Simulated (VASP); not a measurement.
# Te2Mo in VASP: notebook

Runs on Te2Mo. Level: PBE. Tasks: single point.

All numbers are computed with VASP 6.6.1; they aren't measurements. Logs are shortened: lines on timing, memory, paths and dates and some standing lists are left out, and cuts for length are marked.

## 1. The structure

The cell holds a slab with vacuum, 6 atoms: a = 6.362 Å, b = 3.480 Å, c = 36.176 Å, α = 90.00°, β = 90.14°, γ = 90.00°.

## 2. Single point, PBE

Input file INCAR:

```
SYSTEM = Te2Mo
PREC = Accurate ; ENCUT = 520
EDIFF = 1E-6 ; ISMEAR = 0
SIGMA = 0.012 ; LREAL = .False.
LASPH = .True. ; NELM = 80
ALGO = Fast ; ISIF = 2
LWAVE = .False. ; LCHARG = .False.
GGA = PE ; NBANDS = 35
```

Input file KPOINTS:

```
Automatic mesh
0
Gamma
  4 8 1
  0 0 0
```

Input file POSCAR:

```
Te2Mo
1.0
    6.3616090156      0.0000000000      0.0000000000
    0.0000000000      3.4804030600      0.0000000000
   -0.0857412231      0.0000000000     36.1758904685
Te Mo
4 2
Direct
    0.4292511000      0.7500000000      0.5407035800
    0.5707489000      0.2500000000      0.4592964200
    0.9208478700      0.2500000000      0.5565273200
    0.0791521300      0.7500000000      0.4434726800
    0.1813475600      0.2500000000      0.4974653700
    0.8186524400      0.7500000000      0.5025346300
```

Potentials or basis: VASP PAW PBE potentials, release 64 (Te, Mo_sv).

On the command line:

```sh
cat potpaw_PBE.64/Te/POTCAR potpaw_PBE.64/Mo_sv/POTCAR > POTCAR
mpirun -np 1 vasp_std > vasp.out
```

OUTCAR:

```text
SYSTEM = Te2Mo
   PREC = Accurate
   ENCUT = 520
   EDIFF = 1E-6
   ISMEAR = 0
   LREAL = .False.
   LASPH = .True.
   NELM = 80
   ISIF = 2
   GGA = PE

 ion  position               nearest neighbor table
   1  0.429  0.750  0.541-   5 2.82   5 2.82   6 2.84   2 3.54   2 3.54   3 3.62   3 3.62
   2  0.571  0.250  0.459-   6 2.82   6 2.82   5 2.84   1 3.54   1 3.54   4 3.62   4 3.62
   3  0.921  0.250  0.557-   6 2.69   6 2.69   5 2.71   1 3.62   1 3.62
   4  0.079  0.750  0.443-   5 2.69   5 2.69   6 2.71   2 3.62   2 3.62
   5  0.181  0.250  0.497-   4 2.69   4 2.69   3 2.71   1 2.82   1 2.82   2 2.84   6 2.90   6 2.90

   6  0.819  0.750  0.503-   3 2.69   3 2.69   4 2.71   2 2.82   2 2.82   1 2.84   5 2.90   5 2.90

  LATTYP: Found a simple monoclinic cell.
 ALAT       =     6.3616090156
 B/A-ratio  =     0.5470947761
 C/A-ratio  =     5.6866104138
 COS(beta)  =    -0.0023701139

  Lattice vectors:

 A1 = (   6.3616090156,   0.0000000000,   0.0000000000)
 A2 = (   0.0000000000,   3.4804030600,   0.0000000000)
 A3 = (  -0.0857412231,   0.0000000000,  36.1758904685)

Analysis of symmetry for initial positions (statically):
=====================================================================
 Subroutine PRICEL returns:
 Original cell was already a primitive cell.

 Routine SETGRP: Setting up the symmetry group for a
 simple monoclinic supercell.

 Subroutine GETGRP returns: Found  4 space group operations
 (whereof  2 operations were pure point group operations)
 out of a pool of  4 trial point group operations.

The static configuration has the point symmetry S_2 .
 The point group associated with its full space group is C_2h.

Analysis of symmetry for dynamics (positions and initial velocities):
=====================================================================
 Subroutine PRICEL returns:
 Original cell was already a primitive cell.

 Routine SETGRP: Setting up the symmetry group for a
 simple monoclinic supercell.

 Subroutine GETGRP returns: Found  4 space group operations
 (whereof  2 operations were pure point group operations)
 out of a pool of  4 trial point group operations.

The dynamic configuration has the point symmetry S_2 .
 The point group associated with its full space group is C_2h.

 Subroutine INISYM returns: Found  4 space group operations
 (whereof  2 operations are pure point group operations),
[... 95 lines left out ...]
   LREAL  =      F    real-space projection
   EDIFFG = 0.1E-04   stopping-criterion for IOM
   NSW    =      0    number of steps for IOM
   IBRION =     -1    ionic relax: 0-MD 1-quasi-New 2-CG
   NFREE  =      0    steps in history (QN), initial steepest desc. (CG)
   ISIF   =      2    stress and relaxation
   ISYM   =      2    0-nonsym 1-usesym 2-fastsym
   POTIM  = 0.5000    time-step for ionic-motion
   TEBEG  =    0.0;   TEEND  =   0.0 temperature during run
   PSTRESS=    0.0 pullay stress
   NELECT =      52.0000    total number of electrons
   NUPDOWN=      -1.0000    fix difference up-down
   EMIN   =  10.00;   EMAX   =-10.00  energy-range for DOS
   EFERMI =   0.00;   METHOD = LEGACY
   ISMEAR =     0;   SIGMA  =   0.01  broadening in eV -4-tet -1-fermi 0-gaus
   EFERMI_NEDOS =   21; number of points for ismear=-14 and -15
   IALGO  =     68    algorithm
   IMIX   =      4    mixing-type and parameters
     AMIX     =   0.40;   BMIX     =  1.00
     AMIX_MAG =   1.60;   BMIX_MAG =  1.00
  volume/ion in A,a.u.               =     133.49       900.87
  Fermi-wavevector in a.u.,A,eV,Ry     =   0.657967  1.243377  5.890240  0.432920
  Thomas-Fermi vector in A             =   1.729641
   LORBIT       =      0    0 simple, 1 ext, 2 COOP (PROOUT), +10 PAW based schemes
   GGA     = PE    functional components
   LHFCALC =     F    Hartree Fock is set to
   AEXX    =    0.0000 exact exchange contribution
   IVDW    =     0    specifies the selected vdW correction
   LEPSILON=     F    determine dielectric tensor
   LRPA    =     F    only Hartree local field effects (RPA)
 non-spin polarized calculation
 RMM-DIIS sequential band-by-band and
 Gauss-broadening in eV      SIGMA  =   0.01
  energy-cutoff  :      520.00
  volume of cell :      800.97
 maximum number of plane-waves:     21707
 NGX is ok and might be reduce to    48
   NGX = 23   NGY = 13   NGZ =135

 number of electron      51.9999996 magnetization

 Free energy of the ion-electron system (eV)
  ---------------------------------------------------
  ext. energy  EPLUGINS =         0.00000000
  ---------------------------------------------------
  free energy    TOTEN  =       -35.95877097 eV

  energy without entropy =      -35.95834783  energy(sigma->0) =      -35.95855940

 E-fermi :  -2.1949     XC(G=0):  -2.3074

 val. band max:       -2.1949227160   @ k =   0.0000   0.1250   0.0000
 cond. band min:      -2.0838362094   @ k =   0.5000   0.0000   0.0000
 fundamental gap:      0.1110865066
 Fermi energy:        -2.1949227160

 k-point     1 :       0.0000    0.0000    0.0000
  band No.  band energies     occupation
      1     -63.2093      2.00000
      2     -63.1518      2.00000
      3     -37.4535      2.00000
      4     -37.4083      2.00000
      5     -37.3461      2.00000
      6     -37.2456      2.00000
[... 559 lines left out ...]
     34       1.2422      0.00000
     35       2.3463      0.00000

------------------------ aborting loop because EDIFF is reached ----------------------------------------

  FORCE on cell =-STRESS in cart. coord.  units (eV):
  Direction    XX          YY          ZZ          XY          YZ          ZX
  --------------------------------------------------------------------------------------
  -------------------------------------------------------------------------------------
  Total        0.5805338      0.1060685      1.2626697      0.0000000      0.0000000      0.0566115
  in kB        1.1612410      0.2121686      2.5257165      0.0000000      0.0000000      0.1132399
  external PRESSURE =       1.2997087 kB  Pullay stress =       0.0000000 kB

 VOLUME and BASIS-vectors are now :
 -----------------------------------------------------------------------------
  energy-cutoff  :      520.00
  volume of cell :      800.97
      direct lattice vectors                 reciprocal lattice vectors
     6.361609016  0.000000000  0.000000000     0.157192936  0.000000000  0.000372566
     0.000000000  3.480403060  0.000000000     0.000000000  0.287323044  0.000000000
    -0.085741223  0.000000000 36.175890469     0.000000000  0.000000000  0.027642720

 POSITION                                       TOTAL-FORCE (eV/Angst)
 -----------------------------------------------------------------------------------
      2.68437      2.61030     19.56043         0.045984      0.000000      0.076749
      3.59150      0.87010     16.61546        -0.045984      0.000000     -0.076749
      5.81036      0.87010     20.13287        -0.016235      0.000000      0.259899
      0.46551      2.61030     16.04302         0.016235      0.000000     -0.259899
      1.11101      0.87010     17.99625         0.068489      0.000000      0.019787
      5.16486      2.61030     18.17964        -0.068489      0.000000     -0.019787
 -----------------------------------------------------------------------------------
    total drift:                                0.000000     -0.000000     -0.000000

  FREE ENERGIE OF THE ION-ELECTRON SYSTEM (eV)
  ---------------------------------------------------
  free  energy   TOTEN  =       -35.9587709716 eV

  energy  without entropy=      -35.9583478294  energy(sigma->0) =      -35.95855940
```

OSZICAR:

```text
N       E                     dE             d eps       ncg     rms          rms(c)
DAV:   1     0.430615573067E+03    0.43062E+03   -0.21376E+04  1306   0.105E+03
DAV:   2     0.872758141381E+01   -0.42189E+03   -0.41117E+03  1524   0.231E+02
DAV:   3    -0.355562280787E+02   -0.44284E+02   -0.43562E+02  1380   0.715E+01
DAV:   4    -0.372703587444E+02   -0.17141E+01   -0.16901E+01  1516   0.140E+01
[... 15 lines left out ...]
RMM:  20    -0.359587530459E+02   -0.27624E-04   -0.10541E-06   858   0.272E-03    0.207E-03
RMM:  21    -0.359587633460E+02   -0.10300E-04   -0.25520E-07   593   0.160E-03    0.104E-03
RMM:  22    -0.359587675106E+02   -0.41646E-05   -0.24061E-07   548   0.134E-03    0.579E-04
RMM:  23    -0.359587700059E+02   -0.24953E-05   -0.70831E-08   401   0.112E-03    0.125E-04
RMM:  24    -0.359587709716E+02   -0.96570E-06   -0.32191E-08   341   0.993E-04
   1 F= -.35958771E+02 E0= -.35958559E+02  d E =-.423142E-03
```

Run time: 13 min. Hardware: 1 thread of Intel Xeon Platinum 8259CL at 2.50GHz (Skylake/Cascade Lake), shared host; peak memory 0.93 GiB.

Results:

- Free energy: -35.9588 eV
- Largest force: 0.260 eV/Å
- Band gap on the k mesh: none (metal or under the smearing width)

Forces on the atoms (eV/Å):
```
Te   0.046  0.000  0.077
Te  -0.046  0.000 -0.077
Te  -0.016  0.000  0.260
Te   0.016  0.000 -0.260
Mo   0.068  0.000  0.020
Mo  -0.068  0.000 -0.020
```

Levels at points of the mesh, in eV from the Fermi level:
| k point | band 23 | band 24 | band 25 | band 26 | band 27 | band 28 | band 29 | band 30 |
| --- | --- | --- | --- | --- | --- | --- | --- | --- |
| (0.00, 0.00, 0.00) | -0.94 | -0.59 | -0.30 | 0.17 | 0.65 | 1.07 | 1.72 | 2.12 |
| (0.50, 0.00, 0.00) | -1.24 | -0.80 | -0.78 | -0.66 | 0.11 | 1.08 | 1.47 | 1.82 |
| (0.00, 0.50, 0.00) | -1.59 | -1.59 | -1.39 | -1.39 | 1.18 | 1.18 | 1.45 | 1.45 |
| (0.50, 0.50, 0.00) | -1.71 | -1.71 | -0.84 | -0.84 | 1.10 | 1.10 | 1.90 | 1.90 |

## 3. Single point, PBE

Input file INCAR:

```
PREC = Accurate ; ENCUT = 520
EDIFF = 1E-6 ; ISMEAR = 0
SIGMA = 0.013000000000000001 ; LREAL = F
LASPH = T ; NELM = 80
ALGO = Fast ; ISIF = 2
LWAVE = F ; LCHARG = F
GGA = PE
```

Input file KPOINTS:

```
Automatic mesh
0
Gamma
  4 8 1
```

POSCAR is that of step 2.

Potentials or basis: VASP PAW PBE potentials, release 64 (Te, Mo_sv).

On the command line:

```sh
cat potpaw_PBE.64/Te/POTCAR potpaw_PBE.64/Mo_sv/POTCAR > POTCAR
mpirun -np 1 vasp_std > vasp.out
```

Run time: 7.4 min. Hardware: 1 thread of Intel Xeon 6975P-C (Granite Rapids), shared host; peak memory 0.91 GiB.

Results (log left out):

* Free energy: -35.9588 eV
* Largest force: 0.260 eV/Å
* Band gap on the k mesh: none (metal or under the smearing width)

Forces on the atoms (eV/Å):
```
Te   0.046  0.000  0.077
Te  -0.046  0.000 -0.077
Te  -0.016  0.000  0.260
Te   0.016  0.000 -0.260
Mo   0.069  0.000  0.020
Mo  -0.069  0.000 -0.020
```

Levels at points of the mesh, in eV from the Fermi level:
```tsv
k point	band 22	band 23	band 24	band 25	band 26	band 27	band 28	band 29	band 30	band 31
(0.00, 0.00, 0.00)	-1.28	-0.94	-0.59	-0.30	0.17	0.65	1.07	1.72	2.12	2.26
(0.50, 0.00, 0.00)	-1.30	-1.24	-0.80	-0.78	-0.66	0.11	1.08	1.47	1.82	2.86
(0.00, 0.50, 0.00)	-2.54	-1.59	-1.59	-1.39	-1.39	1.18	1.18	1.45	1.45	2.02
(0.50, 0.50, 0.00)	-2.27	-1.71	-1.71	-0.84	-0.84	1.10	1.10	1.90	1.91	2.31
```

## 4. The reference run

An earlier run on the cell as given: functional PBEsol; potentials or basis VASP PAW PBE potentials, release 64 (Te, Mo_sv); cutoff 520 eV; k mesh 4 × 8 × 1; occupations fermi-dirac, width 0.05 eV; no spin polarisation.

* Largest force: 0.228 eV/Å
* Band gap on the k mesh: none (metal or under the smearing width)

## 5. Overview

| level | smearing | ladder | gap on the mesh (eV) | largest force (eV/Å) |
| --- | --- | --- | --- | --- |
| PBE | gaussian 0.012 eV | - | none | 0.26 |
| PBE | gaussian 0.013 eV | - | none | 0.26 |
| PBEsol | fermi-dirac 0.05 eV | free | none | 0.23 |

Alike in all rows: task single point; potentials or basis VASP PAW PBE potentials, release 64 (Te, Mo_sv); no spin polarisation; cell as given; k mesh 4 × 8 × 1; cutoff (eV) 520.

Every run on the cell as given and a fine mesh finds a metal.

Caveats: the PAW data sets were made with another functional, which shifts forces and pressure a little (some runs).

Total energies depend on the potentials used, so only differences within one code and one set of settings carry meaning.
